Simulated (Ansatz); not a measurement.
# RbBr: the cost of one run

Program: Ansatz 0.2.0. Level of theory: DFT PBEsol, scalar-relativistic, plane waves, PAW. These are calculated values, not measurements.

1 further run of the same task is left out (set aside as unsound or not needed).

## Step 1: The system as given

The structure is cubic, space group Fm-3m (No. 225). Conventional cell: a = 6.850 Å, b = 6.850 Å, c = 6.850 Å, α = 90.00°, β = 90.00°, γ = 90.00°. Around Rb (site symmetry m-3m) lie 6 Br at 3.43 Å. Br (site symmetry m-3m) has 6 Rb at 3.43 Å as nearest neighbours.

As a file:

```cif
data_structure
_symmetry_space_group_name_H-M 'P 1'
_symmetry_Int_Tables_number 1
_cell_length_a 4.8440
_cell_length_b 4.8440
_cell_length_c 4.8440
_cell_angle_alpha 60.000
_cell_angle_beta 60.000
_cell_angle_gamma 60.000
_cell_volume 80.37
loop_
_atom_site_label
_atom_site_type_symbol
_atom_site_fract_x
_atom_site_fract_y
_atom_site_fract_z
_atom_site_occupancy
Rb1 Rb 0.00000 0.00000 0.00000 1
Br1 Br 0.50000 0.50000 0.50000 1
```

It is the result of an earlier relaxation at this level (volume 40.18 Å³/atom; gap on the mesh: 4.22 eV).

## Step 2: Relaxing to 0.001 eV/Å

The response runs start from a cell at rest, found with their own mesh and filling of the bands.

File input.yaml:

```yaml
crystal:
  lattice:
    - [0.0, 3.4252093759, 3.4252093759]
    - [3.4252093759, 0.0, 3.4252093759]
    - [3.4252093759, 3.4252093759, 0.0]
  atoms:
    - { symbol: Rb, position: [0.0, 0.0, 0.0] }
    - { symbol: Br, position: [0.5, 0.5, 0.5] }
basis:
  ecutwfc: 420
kpoints:
  mp_grid: { grid: [6, 6, 6] }
hamiltonian:
  xc: pbesol
scf:
  occupations: { method: fixed }
output:
  forces: true
  stress: true
  eigenvalues: true
  write_density: true
  write_potential: true
  elf: true
  volumetric_format: npy
relax:
  adjacent_minimum: "off"
  f_tol: 0.001
  max_steps: 60
  cell: { stress_tol: 0.01 }
```

Launch:

```bash
ansatz run input.yaml --threads 1 --pin off --max-ram 1228MiB --backend cpu --events-out ev --progress --plain --runs-dir out
```

**Question.** How long does this run take on 1 thread of Arm Neoverse N1, shared host, and how much memory does it need?

About 10 s, with a peak of 0.31 GiB.
